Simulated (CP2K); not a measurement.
Tc:

```
Tc
1.0
     2.74000    0.00000    0.00000
    -1.37000    2.37291    0.00000
     0.00000    0.00000    4.39800
Tc
2
Direct
  0.66667 0.33333 0.75000
  0.33333 0.66667 0.25000
```

Base run:

* Program: CP2K 2026.2
* Functional: PBE
* Potentials or basis: POTENTIAL_UZH Tc GTH-PBE-q15; TZV2P-MOLOPT-PBE-GTH basis
* Density cutoff: 6803 eV
* k mesh: 11 × 11 × 6
* Occupations: fermi-dirac, width 0.05 eV
* Spin: no spin polarisation

Its results: band gap on the k mesh none (metal or under the smearing width); pressure 6.9 GPa.

**Question.** The run is repeated on the same cell with these changes: potentials or basis from POTENTIAL_UZH Tc GTH-PBE-q15; TZV2P-MOLOPT-PBE-GTH basis to POTENTIAL_UZH Tc GTH-PBE-q15; ccGRB-D basis; basis sets from Tc TZV2P-MOLOPT-PBE-GTH-q15 to Tc ccGRB-D-q15. What comes out?

**Answer.** Band gap on the k mesh none (metal or under the smearing width); pressure 12.6 GPa.

Caveats: the basis of atomic orbitals isn't converged, which shifts pressures, moduli and gaps.
